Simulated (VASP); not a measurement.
# TiO2 (Rutile) (P4_2/mnm) in VASP: settings compared

One crystal, TiO2 (Rutile), is run at these levels: RPBE, LDA; tasks: relaxation of cell and atoms.

All numbers are computed with VASP 6.6.1; they aren't measurements. Logs are shortened: lines on timing, memory, paths and dates and some standing lists are left out, and cuts for length are marked.

**1. Starting point**

It takes space group P4_2/mnm (No. 136, tetragonal). The conventional cell has a = 4.688 Å, b = 4.688 Å, c = 2.983 Å, α = 90.00°, β = 90.00°, γ = 90.00°. Ti (site symmetry mmm) has 6 O at 1.97 to 2.03 Å as nearest neighbours. O (site symmetry m2m) has 3 Ti at 1.97 to 2.03 Å as nearest neighbours.

**2. Relaxation of cell and atoms, RPBE**

The input, INCAR:

```
PREC = Accurate
ENCUT = 600
EDIFF = 1E-7
ISMEAR = 0
SIGMA = 0.03
LREAL = False
LASPH = True
NELM = 80
ALGO = Normal
ISIF = 3
LWAVE = False
LCHARG = False
GGA = RP
IBRION = 2
NSW = 90
EDIFFG = -0.005
KPAR = 2
```

The input, KPOINTS:

```
Automatic mesh
0
Gamma
  6 6 10
```

The input, POSCAR:

```
TiO2                                    
1.0
    4.6884345653     -0.0000000000      0.0000000000
   -0.0000000000      4.6884345653      0.0000000000
    0.0000000000      0.0000000000      2.9827513552
  Ti              O             
     2     4
Direct
     0.0000000000000000    0.0000000000000000    0.0000000000000000
     0.5000000000000000    0.5000000000000000    0.5000000000000000
     0.3057184490940723    0.3057184490940723    0.0000000000000000
     0.1942815509059278    0.8057184490940722    0.5000000000000000
     0.6942815509059278    0.6942815509059278    0.0000000000000000
     0.8057184490940722    0.1942815509059278    0.5000000000000000
```

Potentials or basis: VASP PAW PBE potentials, release 64 (Ti_sv, O).

Command:

```
cat potpaw_PBE.64/Ti_sv/POTCAR potpaw_PBE.64/O/POTCAR > POTCAR
mpirun -np 2 vasp_std > vasp.out
```

OUTCAR:

```text
PREC = Accurate
   ENCUT = 600
   EDIFF = 1E-7
   ISMEAR = 0
   LREAL = False
   LASPH = True
   NELM = 80
   ISIF = 3
   GGA = RP
   IBRION = 2
   NSW = 90
   EDIFFG = -0.005

 ion  position               nearest neighbor table
   1  0.000  0.000  0.000-   4 1.97   6 1.97   4 1.97   6 1.97   5 2.03   3 2.03
   2  0.500  0.500  0.500-   3 1.97   5 1.97   3 1.97   5 1.97   4 2.03   6 2.03
   3  0.306  0.306  0.000-   2 1.97   2 1.97   1 2.03
   4  0.194  0.806  0.500-   1 1.97   1 1.97   2 2.03
   5  0.694  0.694  0.000-   2 1.97   2 1.97   1 2.03
   6  0.806  0.194  0.500-   1 1.97   1 1.97   2 2.03

  LATTYP: Found a simple tetragonal cell.
 ALAT       =     4.6884345653
 C/A-ratio  =     0.6361934487

  Lattice vectors:

 A1 = (   4.6884345653,   0.0000000000,   0.0000000000)
 A2 = (   0.0000000000,   4.6884345653,   0.0000000000)
 A3 = (   0.0000000000,   0.0000000000,   2.9827513552)

Analysis of symmetry for initial positions (statically):
=====================================================================
 Subroutine PRICEL returns:
 Original cell was already a primitive cell.

 Routine SETGRP: Setting up the symmetry group for a
 simple tetragonal supercell.

 Subroutine GETGRP returns: Found 16 space group operations
 (whereof  8 operations were pure point group operations)
 out of a pool of 16 trial point group operations.

The static configuration has the point symmetry D_2h.
 The point group associated with its full space group is D_4h.

Analysis of symmetry for dynamics (positions and initial velocities):
=====================================================================
 Subroutine PRICEL returns:
 Original cell was already a primitive cell.

 Routine SETGRP: Setting up the symmetry group for a
 simple tetragonal supercell.

 Subroutine GETGRP returns: Found 16 space group operations
 (whereof  8 operations were pure point group operations)
 out of a pool of 16 trial point group operations.

The dynamic configuration has the point symmetry D_2h.
 The point group associated with its full space group is D_4h.

 Subroutine INISYM returns: Found 16 space group operations
 (whereof  8 operations are pure point group operations),
 and found     1 'primitive' translations

----------------------------------------------------------------------------------------

                                     Primitive cell

  volume of cell :      65.5651

  direct lattice vectors                    reciprocal lattice vectors
     4.688434565  0.000000000  0.000000000     0.213290809  0.000000000  0.000000000
     0.000000000  4.688434565  0.000000000     0.000000000  0.213290809  0.000000000
     0.000000000  0.000000000  2.982751355     0.000000000  0.000000000  0.335260932

  length of vectors
     4.688434565  4.688434565  2.982751355     0.213290809  0.213290809  0.335260932

  position of ions in fractional coordinates (direct lattice)
     0.000000000  0.000000000  0.000000000
     0.500000000  0.500000000  0.500000000
     0.305718449  0.305718449  0.000000000
     0.194281551  0.805718449  0.500000000
     0.694281551  0.694281551  0.000000000
     0.805718449  0.194281551  0.500000000

  ion indices of the primitive-cell ions
   primitive index   ion index
                 1           1
                 2           2
                 3           3
                 4           4
                 5           5
                 6           6

----------------------------------------------------------------------------------------

 KPOINTS: Automatic mesh

Automatic generation of k-mesh.
 Grid dimensions read from file:
 generate k-points for:    6    6   10

 Generating k-lattice:

  Cartesian coordinates                     Fractional coordinates (reciprocal lattice)
     0.035548468  0.000000000  0.000000000     0.166666667  0.000000000  0.000000000
     0.000000000  0.035548468  0.000000000     0.000000000  0.166666667  0.000000000
     0.000000000  0.000000000  0.033526093     0.000000000  0.000000000  0.100000000

  Length of vectors
     0.035548468  0.035548468  0.033526093

  Shift w.r.t. Gamma in fractional coordinates (k-lattice)
     0.000000000  0.000000000  0.000000000

 Subroutine IBZKPT returns following result:
 ===========================================

 Found     60 irreducible k-points:

 Following reciprocal coordinates:
            Coordinates               Weight
  0.000000  0.000000  0.000000      1.000000
  0.166667  0.000000  0.000000      4.000000
  0.333333  0.000000  0.000000      4.000000
  0.500000  0.000000  0.000000      2.000000
  0.166667  0.166667  0.000000      4.000000
  0.333333  0.166667  0.000000      8.000000
[... 16 lines left out ...]
  0.333333  0.000000  0.200000      8.000000
  0.500000  0.000000  0.200000      4.000000
 [... further k-points ...]
   k-points           NKPTS =     60   k-points in BZ     NKDIM =     60   number of bands    NBANDS=     28
[... 69 lines left out ...]

------------------------ aborting loop because EDIFF is reached ----------------------------------------

  FORCE on cell =-STRESS in cart. coord.  units (eV):
  Direction    XX          YY          ZZ          XY          YZ          ZX
  --------------------------------------------------------------------------------------
  -------------------------------------------------------------------------------------
  Total       -0.0187868     -0.0187868     -0.0164667      0.0000000      0.0000000      0.0000000
  in kB       -0.4590828     -0.4590828     -0.4023865      0.0000000      0.0000000      0.0000000
  external PRESSURE =      -0.4401841 kB  Pullay stress =       0.0000000 kB

 VOLUME and BASIS-vectors are now :
 -----------------------------------------------------------------------------
  energy-cutoff  :      600.00
  volume of cell :       65.57
      direct lattice vectors                 reciprocal lattice vectors
     4.688434565  0.000000000  0.000000000     0.213290809  0.000000000  0.000000000
     0.000000000  4.688434565  0.000000000     0.000000000  0.213290809  0.000000000
     0.000000000  0.000000000  2.982751355     0.000000000  0.000000000  0.335260932

 POSITION                                       TOTAL-FORCE (eV/Angst)
 -----------------------------------------------------------------------------------
      0.00000      0.00000      0.00000         0.000000      0.000000      0.000000
      2.34422      2.34422      1.49138         0.000000      0.000000      0.000000
      1.43334      1.43334      0.00000         0.003758      0.003758     -0.000000
      0.91088      3.77756      1.49138        -0.003758      0.003758     -0.000000
      3.25509      3.25509      0.00000        -0.003758     -0.003758      0.000000
      3.77756      0.91088      1.49138         0.003758     -0.003758      0.000000
 -----------------------------------------------------------------------------------
    total drift:                                0.000000     -0.000000     -0.000000

  FREE ENERGIE OF THE ION-ELECTRON SYSTEM (eV)
  ---------------------------------------------------
  free  energy   TOTEN  =       -51.2237302520 eV

  energy  without entropy=      -51.2237302520  energy(sigma->0) =      -51.22373025

--------------------------------------- Ionic step        2  -------------------------------------------

 number of electron      47.9999978 magnetization

 Free energy of the ion-electron system (eV)
  ---------------------------------------------------
  ext. energy  EPLUGINS =         0.00000000
  ---------------------------------------------------
  free energy    TOTEN  =       -51.22373454 eV

  energy without entropy =      -51.22373454  energy(sigma->0) =      -51.22373454

 E-fermi :   4.5749     XC(G=0): -10.8745

 val. band max:        4.4460083826   @ k =   0.0000   0.0000   0.0000
 cond. band min:       6.2854421069   @ k =   0.0000   0.0000   0.0000
 fundamental gap:      1.8394337243
 Fermi energy:         4.5748769759

 k-point     1 :       0.0000    0.0000    0.0000
  band No.  band energies     occupation
      1     -52.7207      2.00000
      2     -52.7081      2.00000
      3     -28.9145      2.00000
      4     -28.9145      2.00000
      5     -28.7806      2.00000
      6     -28.7806      2.00000
[... 20 lines left out ...]
     27       6.8338      0.00000
     28       6.8869      0.00000
[... 683 lines left out ...]
 k-point    24 :       0.5000    0.0000    0.2000
  band No.  band energies     occupation
      1     -52.7023      2.00000
      2     -52.7023      2.00000
      3     -28.8758      2.00000
      4     -28.8758      2.00000
      5     -28.8420      2.00000
      6     -28.8420      2.00000
[... 20 lines left out ...]
     27       7.4756      0.00000
     28       7.4756      0.00000

 [... further k-points ...]
[... 5 lines left out ...]
  --------------------------------------------------------------------------------------
  -------------------------------------------------------------------------------------
  Total        0.0121727      0.0121727      0.0250001      0.0000000      0.0000000      0.0000000
  in kB        0.2975878      0.2975878      0.6111796      0.0000000      0.0000000      0.0000000
  external PRESSURE =       0.4021184 kB  Pullay stress =       0.0000000 kB

 VOLUME and BASIS-vectors are now :
 -----------------------------------------------------------------------------
  energy-cutoff  :      600.00
  volume of cell :       65.54
      direct lattice vectors                 reciprocal lattice vectors
     4.687726357 -0.000000000  0.000000000     0.213323032 -0.000000000  0.000000000
     0.000000000  4.687726357  0.000000000     0.000000000  0.213323032  0.000000000
     0.000000000  0.000000000  2.982356441     0.000000000  0.000000000  0.335305326

 POSITION                                       TOTAL-FORCE (eV/Angst)
 -----------------------------------------------------------------------------------
      0.00000      0.00000      0.00000        -0.000000     -0.000000      0.000000
      2.34386      2.34386      1.49118        -0.000000     -0.000000      0.000000
      1.43331      1.43331      2.98236        -0.001233     -0.001233      0.000000
      0.91056      3.77717      1.49118         0.001233     -0.001233      0.000000
      3.25442      3.25442      0.00000         0.001233      0.001233      0.000000
      3.77717      0.91056      1.49118        -0.001233      0.001233      0.000000
 -----------------------------------------------------------------------------------
    total drift:                                0.000000      0.000000     -0.000000

  FREE ENERGIE OF THE ION-ELECTRON SYSTEM (eV)
  ---------------------------------------------------
  free  energy   TOTEN  =       -51.2237345379 eV

  energy  without entropy=      -51.2237345379  energy(sigma->0) =      -51.22373454

 reached required accuracy - stopping structural energy minimisation
```

Run time: 63 s. Hardware: 2 MPI ranks of Intel Xeon Platinum 8488C (Sapphire Rapids), shared host; peak memory 0.25 GiB.

Results:

```
Free energy                            : -51.2237 eV
Relaxed volume                         : 10.92 Å³/atom
Relaxed cell                           : a = 4.688 Å, b = 4.688 Å, c = 2.982 Å, α = 90.00°, β = 90.00°, γ = 90.00°
Space group after relaxing (to 0.05 Å) : P4_2/mnm (No. 136)
Energy gained by relaxing              : 0.0 meV/atom
Ionic steps                            : 2
Pressure after relaxing                : 0.0 GPa
Band gap on the k mesh                 : 1.84 eV, direct
```

Final structure:
```yaml
crystal:
  lattice:
    - [4.68773, 0.00000, 0.00000]
    - [0.00000, 4.68773, 0.00000]
    - [0.00000, 0.00000, 2.98236]
  atoms:
    - { symbol: Ti, position: [0.00000, 0.00000, 0.00000] }
    - { symbol: Ti, position: [0.50000, 0.50000, 0.50000] }
    - { symbol: O, position: [0.30576, 0.30576, 0.00000] }
    - { symbol: O, position: [0.19424, 0.80576, 0.50000] }
    - { symbol: O, position: [0.69424, 0.69424, 0.00000] }
    - { symbol: O, position: [0.80576, 0.19424, 0.50000] }
```

Levels at points of the mesh, in eV from the valence-band top:
| k point | band 21 | band 22 | band 23 | band 24 | band 25 | band 26 | band 27 | band 28 |
| --- | --- | --- | --- | --- | --- | --- | --- | --- |
| (0.00, 0.00, 0.00) | -0.64 | -0.40 | -0.40 | 0.00 | 1.84 | 2.13 | 2.39 | 2.44 |
| (0.50, 0.00, 0.00) | -1.48 | -1.48 | -0.68 | -0.68 | 2.47 | 2.47 | 2.88 | 2.88 |
| (0.50, 0.50, 0.00) | -1.20 | -1.20 | -0.99 | -0.99 | 1.87 | 1.87 | 2.46 | 2.46 |
| (0.00, 0.00, 0.50) | -2.07 | -2.07 | -1.36 | -1.36 | 2.81 | 2.81 | 3.09 | 3.09 |
| (0.50, 0.00, 0.50) | -1.91 | -1.91 | -0.93 | -0.93 | 1.89 | 1.89 | 3.11 | 3.11 |
| (0.50, 0.50, 0.50) | -1.13 | -1.13 | -0.66 | -0.66 | 2.50 | 2.50 | 3.11 | 3.11 |

Caveat: the PAW data sets were made with another functional, which shifts forces and pressure a little.

**3. Relaxation of cell and atoms, LDA**

This run uses another cell than the first one, of 10.39 Å³/atom, 0.951 times its volume.

The input, INCAR:

```
ALGO     = Normal         # electronic algorithm
EDIFF    = 1E-6           # SCF threshold, eV
EDIFFG   = -0.01          # ionic threshold
ENCUT    = 600            # plane-wave cutoff, eV
IBRION   = 2              # ionic algorithm
ISIF     = 3              # what is computed and relaxed
ISMEAR   = 0              # smearing method
KPAR     = 2            
LASPH    = T              # aspherical terms in the spheres
LCHARG   = F              # write CHGCAR
LREAL    = F              # projectors in reciprocal space
LWAVE    = F              # write WAVECAR
NELM     = 80             # most SCF steps
NSW      = 90             # ionic steps
PREC     = Accurate       # precision mode
SIGMA    = 0.03           # smearing width, eV
```

The input, KPOINTS:

```
k-points
0
Gamma
  6 6 10
```

The input, POSCAR:

```
TiO2
1.0
    4.5922000000      0.0000000000      0.0000000000
    0.0000000000      4.5922000000      0.0000000000
    0.0000000000      0.0000000000      2.9574000000
Ti O
2 4
Direct
    0.0000000000      0.0000000000      0.0000000000
    0.5000000000      0.5000000000      0.5000000000
    0.3049600000      0.3049600000      0.0000000000
    0.1950400000      0.8049600000      0.5000000000
    0.6950400000      0.6950400000      0.0000000000
    0.8049600000      0.1950400000      0.5000000000
```

Potentials or basis: VASP PAW LDA potentials, release 64 (Ti_sv, O).

Command:

```
cat potpaw_LDA.64/Ti_sv/POTCAR potpaw_LDA.64/O/POTCAR > POTCAR
mpirun -np 2 vasp_std > vasp.out
```

Wall time 2 min (2 MPI ranks of AMD EPYC 9R45 (Zen 5), shared host); peak memory 0.21 GiB.

Results (log left out):

| Item | Value |
| --- | --- |
| Free energy | -58.7940 eV |
| Relaxed volume | 10.09 Å³/atom |
| Relaxed cell | a = 4.552 Å, b = 4.552 Å, c = 2.921 Å, α = 90.00°, β = 90.00°, γ = 90.00° |
| Space group after relaxing (to 0.05 Å) | P4_2/mnm (No. 136) |
| Energy gained by relaxing | 7.1 meV/atom |
| Ionic steps | 6 |
| Pressure after relaxing | 0.1 GPa |
| Band gap on the k mesh | 1.82 eV, direct |

Step by step:
```tsv
step	energy change (eV)	largest force (eV/Å)	pressure (GPa)	volume (Å³)
1	0.0000	0.0015	-7.06	62.37
2	0.0417	0.3951	11.32	58.32
3	-0.0402	0.1495	-0.08	60.66
4	-0.0402	0.1527	0.01	60.62
5	-0.0424	0.0155	0.03	60.53
6	-0.0424	0.0011	0.07	60.52
```

Final structure:
```cif
data_structure
_symmetry_space_group_name_H-M 'P 1'
_symmetry_Int_Tables_number 1
_cell_length_a 4.5515
_cell_length_b 4.5515
_cell_length_c 2.9215
_cell_angle_alpha 90.000
_cell_angle_beta 90.000
_cell_angle_gamma 90.000
_cell_volume 60.52
loop_
_atom_site_label
_atom_site_type_symbol
_atom_site_fract_x
_atom_site_fract_y
_atom_site_fract_z
_atom_site_occupancy
Ti1 Ti 0.00000 0.00000 0.00000 1
Ti2 Ti 0.50000 0.50000 0.50000 1
O1 O 0.30383 0.30383 0.00000 1
O2 O 0.19617 0.80383 0.50000 1
O3 O 0.69617 0.69617 0.00000 1
O4 O 0.80383 0.19617 0.50000 1
```

Levels at points of the mesh, in eV from the valence-band top:
| k point | band 21 | band 22 | band 23 | band 24 | band 25 | band 26 | band 27 | band 28 |
| --- | --- | --- | --- | --- | --- | --- | --- | --- |
| (0.00, 0.00, 0.00) | -0.70 | -0.48 | -0.48 | 0.00 | 1.82 | 2.10 | 2.40 | 2.52 |
| (0.50, 0.00, 0.00) | -1.70 | -1.70 | -0.79 | -0.79 | 2.53 | 2.53 | 3.09 | 3.09 |
| (0.50, 0.50, 0.00) | -1.32 | -1.32 | -1.11 | -1.11 | 1.86 | 1.86 | 2.54 | 2.54 |
| (0.00, 0.00, 0.50) | -2.57 | -2.57 | -1.47 | -1.47 | 3.04 | 3.04 | 3.27 | 3.27 |
| (0.50, 0.00, 0.50) | -2.15 | -2.15 | -1.10 | -1.10 | 1.86 | 1.86 | 3.29 | 3.29 |
| (0.50, 0.50, 0.50) | -1.39 | -1.39 | -0.68 | -0.68 | 2.61 | 2.61 | 3.23 | 3.23 |

A k mesh can miss the band edges. Zero-point motion and thermal expansion aren't in these numbers.

**4. Relaxation of cell and atoms, LDA**

This run uses another cell than the first one, of 10.09 Å³/atom, 0.923 times its volume.

Edit INCAR of step 3 so:

```diff
@@ -1,4 +1,4 @@
 ALGO     = Normal         # electronic algorithm
-EDIFF    = 1E-6           # SCF threshold, eV
-EDIFFG   = -0.01          # ionic threshold
+EDIFF    = 1E-7           # SCF threshold, eV
+EDIFFG   = -0.005         # ionic threshold
 ENCUT    = 600            # plane-wave cutoff, eV
```

KPOINTS is that of step 3.

The input, POSCAR:

```
TiO2                                    
1.0
    4.5515204218      0.0000000000      0.0000000000
    0.0000000000      4.5515204218      0.0000000000
    0.0000000000      0.0000000000      2.9214589512
  Ti              O             
     2     4
Direct
     1.0000000000000000    1.0000000000000000    1.0000000000000000
     0.5000000000000000    0.5000000000000000    0.5000000000000000
     0.3038259655244810    0.3038259655244810    1.0000000000000000
     0.1961740344755189    0.8038259655244810    0.5000000000000000
     0.6961740344755190    0.6961740344755190    0.0000000000000000
     0.8038259655244810    0.1961740344755189    0.5000000000000000
```

Command:

```
cat potpaw_LDA.64/Ti_sv/POTCAR potpaw_LDA.64/O/POTCAR > POTCAR
mpirun -np 2 vasp_std > vasp.out
```

Run time: 64 s. Hardware: 2 MPI ranks of AMD EPYC 9R45 (Zen 5), shared host; peak memory 0.2 GiB.

It converged, with:

| Quantity | Value |
| --- | --- |
| Free energy | -58.7883 eV |
| Relaxed volume | 10.09 Å³/atom |
| Relaxed cell | a = 4.552 Å, b = 4.552 Å, c = 2.922 Å, α = 90.00°, β = 90.00°, γ = 90.00° |
| Space group after relaxing (to 0.05 Å) | P4_2/mnm (No. 136) |
| Energy gained by relaxing | 0.0 meV/atom |
| Ionic steps | 3 |
| Pressure after relaxing | 0.0 GPa |
| Band gap on the k mesh | 1.81 eV, direct |

Forces on the atoms (eV/Å):
```
Ti   0.000  0.000  0.000
Ti   0.000  0.000  0.000
O    0.002  0.002  0.000
O   -0.002  0.002  0.000
O   -0.002 -0.002  0.000
O    0.002 -0.002  0.000
```

Final structure:
```
Ti O
1.0
     4.55227    0.00000    0.00000
     0.00000    4.55227    0.00000
     0.00000    0.00000    2.92198
Ti O
2 4
Cartesian
  0.0000 0.0000 0.0000
  2.2761 2.2761 1.4610
  1.3831 1.3831 0.0000
  0.8930 3.6592 1.4610
  3.1692 3.1692 0.0000
  3.6592 0.8930 1.4610
```

Levels at points of the mesh, in eV from the valence-band top:
```tsv
k point	band 21	band 22	band 23	band 24	band 25	band 26	band 27	band 28
(0.00, 0.00, 0.00)	-0.70	-0.48	-0.48	0.00	1.81	2.10	2.40	2.51
(0.50, 0.00, 0.00)	-1.70	-1.70	-0.79	-0.79	2.53	2.53	3.09	3.09
(0.50, 0.50, 0.00)	-1.32	-1.32	-1.11	-1.11	1.85	1.85	2.54	2.54
(0.00, 0.00, 0.50)	-2.57	-2.57	-1.47	-1.47	3.04	3.04	3.26	3.26
(0.50, 0.00, 0.50)	-2.15	-2.15	-1.10	-1.10	1.86	1.86	3.29	3.29
(0.50, 0.50, 0.50)	-1.39	-1.39	-0.68	-0.68	2.61	2.61	3.23	3.23
```
